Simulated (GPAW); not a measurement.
# Ag (Im-3m) in GPAW: notebook, part 2 of 2

GPAW 26.7.0. Earlier steps stand in the parts before.

**5. Relaxation of cell and atoms, PBEsol+D3(BJ)+ATM**

File run.py:

```python
from ase import Atoms
from ase.calculators.mixing import SumCalculator
from ase.filters import FrechetCellFilter
from ase.io import write
from ase.optimize import BFGS
from dftd3.ase import DFTD3
from gpaw import GPAW, PW, setup_paths

setup_paths.insert(0, '.')

atoms = Atoms(['Ag'],
              cell=[[-1.655654, 1.655654, 1.655654],
                    [1.655654, -1.655654, 1.655654],
                    [1.655654, 1.655654, -1.655654]],
              scaled_positions=[[0.0, 0.0, 0.0]],
              pbc=True)

calc = GPAW(mode=PW(600),
            xc='PBEsol',
            kpts={'size': (11, 11, 11), 'gamma': True},
            occupations={'name': 'fermi-dirac', 'width': 0.05},
            nbands=18,
            convergence={'density': 1e-05, 'forces': 0.0001},
            maxiter=150,
            txt='gpaw.txt')
atoms.calc = SumCalculator([calc, DFTD3(damping='d3bj', params_tweaks=dict(method='pbesol', atm=True))])
opt = BFGS(FrechetCellFilter(atoms), trajectory='relax.traj', logfile='-')
done = opt.run(fmax=0.02, steps=60)
calc.write('gs.gpw')
write('result.traj', atoms)
print('Converged:', done)
print('Cell:', atoms.cell.cellpar().round(4))
print('Volume:', round(atoms.get_volume(), 4))
print(atoms.get_scaled_positions().round(5))
```

Potentials or basis: PAW data sets generated in the run's folder for this functional, pw.

Launch:

```console
$ gpaw-setup -f PBEsol Ag
$ OMP_NUM_THREADS=1 python run.py
```

gpaw.txt:

```text
__  _  _
 | _ |_)|_||  |
 |__||  | ||/\| - 26.7.0

Input parameters:
  mode=PW(ecut=600.0),
  convergence={'density': 1e-05, 'forces': 0.0001},
  kpts=MonkhorstPack(size=(11, 11, 11), gamma=True),
  maxiter=150,
  nbands=18,
  occupations=Occupations(name='fermi-dirac', width=0.05),
  xc=XC(name='PBEsol')

Diagonalizing LCAO Hamiltonian
Converting LCAO to pw mode

       Ag

Atoms  # Å, Bohr magnetons
|   | symbol |        x |        y |        z |    initial magnetic moments |
|---|--------|----------|----------|----------|-----------------------------|
| 0 |     Ag | 0.000000 | 0.000000 | 0.000000 | ( 0.0000,  0.0000,  0.0000) |

Unit cell  # Å
| periodic |         x |         y |         z |  lengths |     angles |
|----------|-----------|-----------|-----------|----------|------------|
|      yes | -1.655654 |  1.655654 |  1.655654 | 2.867677 | 109.471221 |
|      yes |  1.655654 | -1.655654 |  1.655654 | 2.867677 | 109.471221 |
|      yes |  1.655654 |  1.655654 | -1.655654 | 2.867677 | 109.471221 |
[... 216 lines left out ...]
No gap
No difference between direct/indirect transitions

Stress tensor  # eV/Ang^3
|        x |        y |        z |
|----------|----------|----------|
| 0.045278 | 0.000000 | 0.000000 |
| 0.000000 | 0.045278 | 0.000000 |
| 0.000000 | 0.000000 | 0.045278 |

Forces  # eV/Ang
|        x |       y |        z |
|----------|---------|----------|
| -0.00000 | 0.00000 | -0.00000 |  # Ag   0

Interpolating wave functions to new cell

       Ag
[... 228 lines left out ...]
No gap
No difference between direct/indirect transitions

Stress tensor  # eV/Ang^3
|        x |         y |         z |
|----------|-----------|-----------|
| 0.016684 |  0.000000 |  0.000000 |
| 0.000000 |  0.016684 | -0.000000 |
| 0.000000 | -0.000000 |  0.016684 |

Forces  # eV/Ang
|       x |        y |       z |
|---------|----------|---------|
| 0.00000 | -0.00000 | 0.00000 |  # Ag   0

Interpolating wave functions to new cell

       Ag
[... 228 lines left out ...]
No gap
No difference between direct/indirect transitions

Stress tensor  # eV/Ang^3
|         x |         y |         z |
|-----------|-----------|-----------|
| -0.039660 | -0.000000 |  0.000000 |
| -0.000000 | -0.039660 |  0.000000 |
|  0.000000 |  0.000000 | -0.039660 |

Forces  # eV/Ang
|       x |       y |       z |
|---------|---------|---------|
| 0.00000 | 0.00000 | 0.00000 |  # Ag   0

Interpolating wave functions to new cell

       Ag
[... 175 lines left out ...]
SCF iterations
|iter     | |      energy | eigst |  dens |force |
|---------|-|-------------|-------|-------|------|
|iter:   1| |   -3.425163 | -2.45 |       |      |
|iter:   2| |   -3.422473 | -5.56 | -2.04 |      |
|iter:   3| |   -3.414693 | -4.76 | -2.09 |      |
|iter:   4| |   -3.414788c| -5.34 | -2.95 |      |
|iter:   5| |   -3.414861c| -5.14 | -3.23 |      |
|iter:   6| |   -3.414861c| -7.92c| -4.28 |      |
|iter:   7| |   -3.414862c| -8.11c| -4.53 |      |
|iter:   8| |   -3.414862c| -9.55c| -5.81c|      |
|iter:   9| |   -3.414862c| -9.76c| -6.12c|-24.63c|

Converged in 9 steps
Energy contributions relative to reference atoms: (reference = -144528.967577)
[... 38 lines left out ...]
No gap
No difference between direct/indirect transitions

Stress tensor  # eV/Ang^3
|         x |         y |         z |
|-----------|-----------|-----------|
| -0.026219 |  0.000000 | -0.000000 |
|  0.000000 | -0.026219 |  0.000000 |
| -0.000000 |  0.000000 | -0.026219 |

Forces  # eV/Ang
|        x |        y |        z |
|----------|----------|----------|
| -0.00000 | -0.00000 | -0.00000 |  # Ag   0

# Writing to gs.gpw (mode='')
```

stdout:

```text
Step          Energy          fmax
BFGS:    0       -3.845545        1.241064
BFGS:    1       -3.898081        0.718540
BFGS:    2       -3.918507        0.185840
BFGS:    3       -3.919811        0.019180
Converged: True
Cell: [  2.7632   2.7632   2.7632 109.4712 109.4712 109.4712]
Volume: 16.2417
[[0. 0. 0.]]
```

It took 35 s on 1 thread of Arm Neoverse V2, shared host; peak memory 0.19 GiB.

Results:

```yaml
Free_energy: -3.9222 eV
Relaxed_volume: 16.24 Å³/atom
Relaxed_cell: a = 2.763 Å, b = 2.763 Å, c = 2.763 Å, α = 109.47°, β = 109.47°, γ = 109.47°
Space_group_after_relaxing_to_0.05_Å: Im-3m (No. 229)
Energy_gained_by_relaxing: 74.3 meV/atom
Ionic_steps: 4
Pressure_after_relaxing: -0.2 GPa
Band_gap_on_the_k_mesh: none (metal or under the smearing width)
Dispersion_energy_per_atom: -0.505 eV
```

Step by step:
| step | energy change (eV) | largest force (eV/Å) | pressure (GPa) | volume (Å³) |
| --- | --- | --- | --- | --- |
| 1 | 0.0000 | 0.0000 | -10.95 | 18.15 |
| 2 | -0.0525 | 0.0000 | -6.69 | 17.21 |
| 3 | -0.0730 | 0.0000 | 1.86 | 16.00 |
| 4 | -0.0743 | 0.0000 | -0.19 | 16.24 |

Final structure:
```xyz
1
Lattice="-1.5954 1.5954 1.5954 1.5954 -1.5954 1.5954 1.5954 1.5954 -1.5954" Properties=species:S:1:pos:R:3 pbc="T T T"
Ag    0.0000    0.0000    0.0000
```

Caveat: later steps reuse the first step's grids; pairwise dispersion overbinds metals, which lowers pressure and volume.

**6. Relaxation of cell and atoms, PBEsol+D4**

run.py, as its differences from that of step 5:

```diff
@@ -5,3 +5,3 @@
 from ase.optimize import BFGS
-from dftd3.ase import DFTD3
+from dftd4.ase import DFTD4
 from gpaw import GPAW, PW, setup_paths
@@ -25,3 +25,3 @@
             txt='gpaw.txt')
-atoms.calc = SumCalculator([calc, DFTD3(damping='d3bj', params_tweaks=dict(method='pbesol', atm=True))])
+atoms.calc = SumCalculator([calc, DFTD4(method='pbesol')])
 opt = BFGS(FrechetCellFilter(atoms), trajectory='relax.traj', logfile='-')
```

Potentials or basis: PAW data sets generated in the run's folder for this functional, pw.

Launch:

```console
$ gpaw-setup -f PBEsol Ag
$ OMP_NUM_THREADS=1 python run.py
```

gpaw.txt:

```text
__  _  _
 | _ |_)|_||  |
 |__||  | ||/\| - 26.7.0

Input parameters:
  mode=PW(ecut=600.0),
  convergence={'density': 1e-05, 'forces': 0.0001},
  kpts=MonkhorstPack(size=(11, 11, 11), gamma=True),
  maxiter=150,
  nbands=18,
  occupations=Occupations(name='fermi-dirac', width=0.05),
  xc=XC(name='PBEsol')

Diagonalizing LCAO Hamiltonian
Converting LCAO to pw mode

       Ag

Atoms  # Å, Bohr magnetons
|   | symbol |        x |        y |        z |    initial magnetic moments |
|---|--------|----------|----------|----------|-----------------------------|
| 0 |     Ag | 0.000000 | 0.000000 | 0.000000 | ( 0.0000,  0.0000,  0.0000) |

Unit cell  # Å
[... 726 lines left out ...]
| -0.00000 | 0.00000 | -0.00000 |  # Ag   0

Interpolating wave functions to new cell

       Ag

Atoms  # Å, Bohr magnetons
|   | symbol |         x |        y |         z |    initial magnetic moments |
|---|--------|-----------|----------|-----------|-----------------------------|
| 0 |     Ag | -0.000000 | 0.000000 | -0.000000 | ( 0.0000,  0.0000,  0.0000) |

Unit cell  # Å
| periodic |         x |         y |         z |  lengths |     angles |
|----------|-----------|-----------|-----------|----------|------------|
|      yes | -1.600195 |  1.600195 |  1.600195 | 2.771618 | 109.471221 |
|      yes |  1.600195 | -1.600195 |  1.600195 | 2.771618 | 109.471221 |
|      yes |  1.600195 |  1.600195 | -1.600195 | 2.771618 | 109.471221 |
[... 163 lines left out ...]
SCF iterations
|iter     | |      energy | eigst |  dens |force |
|---------|-|-------------|-------|-------|------|
|iter:   1| |   -3.425689 | -2.59 |       |      |
|iter:   2| |   -3.423740 | -5.69 | -2.11 |      |
|iter:   3| |   -3.418110c| -4.90 | -2.17 |      |
|iter:   4| |   -3.418178c| -5.49 | -3.03 |      |
|iter:   5| |   -3.418230c| -5.28 | -3.30 |      |
|iter:   6| |   -3.418231c| -8.06c| -4.35 |      |
|iter:   7| |   -3.418231c| -8.25c| -4.60 |      |
|iter:   8| |   -3.418231c| -9.68c| -5.88c|      |
|iter:   9| |   -3.418231c| -9.90c| -6.18c|-24.83c|

Converged in 9 steps
Energy contributions relative to reference atoms: (reference = -144528.967577)
[... 41 lines left out ...]
Stress tensor  # eV/Ang^3
|         x |         y |         z |
|-----------|-----------|-----------|
| -0.018591 | -0.000000 |  0.000000 |
| -0.000000 | -0.018591 |  0.000000 |
|  0.000000 |  0.000000 | -0.018591 |

Forces  # eV/Ang
|        x |        y |       z |
|----------|----------|---------|
| -0.00000 | -0.00000 | 0.00000 |  # Ag   0

# Writing to gs.gpw (mode='')
```

stdout:

```text
Step          Energy          fmax
BFGS:    0       -3.700760        1.118595
BFGS:    1       -3.743530        0.651978
BFGS:    2       -3.760860        0.152695
BFGS:    3       -3.761786        0.014789
Converged: True
Cell: [  2.7716   2.7716   2.7716 109.4712 109.4712 109.4712]
Volume: 16.39
[[0. 0. 0.]]
```

Wall time 36 s (1 thread of Arm Neoverse V2, shared host); peak memory 0.18 GiB.

What came out:

```yaml
Free_energy: -3.7641 eV
Relaxed_volume: 16.39 Å³/atom
Relaxed_cell: a = 2.772 Å, b = 2.772 Å, c = 2.772 Å, α = 109.47°, β = 109.47°, γ = 109.47°
Space_group_after_relaxing_to_0.05_Å: Im-3m (No. 229)
Energy_gained_by_relaxing: 61.0 meV/atom
Ionic_steps: 4
Pressure_after_relaxing: -0.1 GPa
Band_gap_on_the_k_mesh: none (metal or under the smearing width)
Dispersion_energy_per_atom: -0.344 eV
```

The path:
| step | energy change (eV) | largest force (eV/Å) | pressure (GPa) | volume (Å³) |
| --- | --- | --- | --- | --- |
| 1 | 0.0000 | 0.0000 | -9.87 | 18.15 |
| 2 | -0.0428 | 0.0000 | -6.04 | 17.30 |
| 3 | -0.0601 | 0.0000 | 1.51 | 16.18 |
| 4 | -0.0610 | 0.0000 | -0.14 | 16.39 |

Final structure:
```cif
data_structure
_symmetry_space_group_name_H-M 'P 1'
_symmetry_Int_Tables_number 1
_cell_length_a 2.7716
_cell_length_b 2.7716
_cell_length_c 2.7716
_cell_angle_alpha 109.471
_cell_angle_beta 109.471
_cell_angle_gamma 109.471
_cell_volume 16.39
loop_
_atom_site_label
_atom_site_type_symbol
_atom_site_fract_x
_atom_site_fract_y
_atom_site_fract_z
_atom_site_occupancy
Ag1 Ag 0.00000 0.00000 0.00000 1
```

Levels at points of the mesh, in eV from the Fermi level:
| k point | band 6 | band 7 | band 8 | band 9 | band 10 | band 11 | band 12 | band 13 |
| --- | --- | --- | --- | --- | --- | --- | --- | --- |
| (0.00, 0.00, 0.00) | -4.99 | -4.99 | -3.55 | -3.55 | 18.36 | 18.36 | 18.36 | 24.66 |

Caveat: later steps reuse the first step's grids; pairwise dispersion overbinds metals, which lowers pressure and volume.

**7. Overview**

```csv
level,gap on the mesh (eV),pressure (GPa),relaxed volume (Å³/atom)
PBEsol,none,-0.1,16.80
PBEsol+D3,none,-0.2,16.32
PBEsol+D3(BJ),none,0.0,16.05
PBEsol+D3(BJ)+ATM,none,-0.2,16.24
PBEsol+D4,none,-0.1,16.39
```

Alike in all rows: task relaxation of cell and atoms; potentials or basis PAW data sets generated in the run's folder for this functional, pw; no spin polarisation; cell relaxed; k mesh 11 × 11 × 11; cutoff (eV) 600; smearing fermi-dirac 0.05 eV.

Caveats: later steps reuse the first step's grids; pairwise dispersion overbinds metals, which lowers pressure and volume (some runs).

Total energies depend on the potentials used, so only differences within one code and one set of settings carry meaning.
